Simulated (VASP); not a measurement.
A run of VASP 6.6.1:

File INCAR:

```
SYSTEM = Cd8F15
ALGO = Fast ; EDIFF = 1E-7
ENCUT = 520 ; GGA = PE
ISIF = 2 ; ISMEAR = 0
LASPH = .TRUE. ; LCHARG = .TRUE.
LELF = .TRUE. ; LREAL = Auto
LVHAR = .TRUE. ; LWAVE = .FALSE.
NBANDS = 118 ; NELM = 80
PREC = Accurate ; SIGMA = 0.1
```

Contents of KPOINTS:

```
k-points
0
G
  2 2 2
  0 0 0
```

File POSCAR:

```
Cd8F15
1.0
    0.0000000000      5.3942060000      5.3942060000
    5.3942060000      0.0000000000      5.3942060000
    5.3942060000      5.3942060000      0.0000000000
Cd F
8 15
Direct
   -0.0038345773      0.0011199980      0.0012097239
    0.0041999694     -0.0035444512      0.5057089959
   -0.0223991260      0.4996017023      0.0228142010
    0.0042119266      0.4932733381      0.5057205824
    0.4949737737      0.0027345081     -0.0035203513
    0.4997320273      0.0011075773      0.4976685169
    0.4949657095      0.5054017218     -0.0035291570
    0.5213073991      0.4996354422      0.4790401961
    0.1272977895      0.1329790705      0.1213925645
    0.3679035432      0.3836765782      0.3760977056
    0.1254438559      0.1236181933      0.6269612247
    0.2075034769      0.5415176024      0.7089947065
    0.1272504239      0.6179817753      0.1214334417
    0.3678626660      0.8719081177      0.3761343189
    0.3704116973      0.8786768618      0.8718215433
    0.6134647064      0.1356056851      0.1148777040
    0.8806660331      0.3684236383      0.3820962714
    0.6198423827      0.1331021655      0.6288759643
    0.8746282585      0.3837319153      0.8693687264
    0.6175309211      0.6315352065      0.1190167747
    0.8908214666      0.8581491882      0.3925498025
    0.6198828892      0.6178319849      0.6288271156
    0.8746650573      0.8718566736      0.8693282199
```

Potentials or basis: VASP PAW PBE potentials, release 64 (Cd, F).

Command:

```bash
$ cat potpaw_PBE.64/Cd/POTCAR potpaw_PBE.64/F/POTCAR > POTCAR
$ mpirun -np 1 vasp_std > vasp.out
```

Hardware: 1 thread of Intel(R) Xeon(R) 6975P-C (Granite Rapids), on a shared host.

Estimate the wall time of this run.

Wall time 5.8 min on 1 thread of Intel(R) Xeon(R) 6975P-C (Granite Rapids), with other jobs on the host, peak memory 0.58 GiB. Counts: scf iterations 17, k points 8.
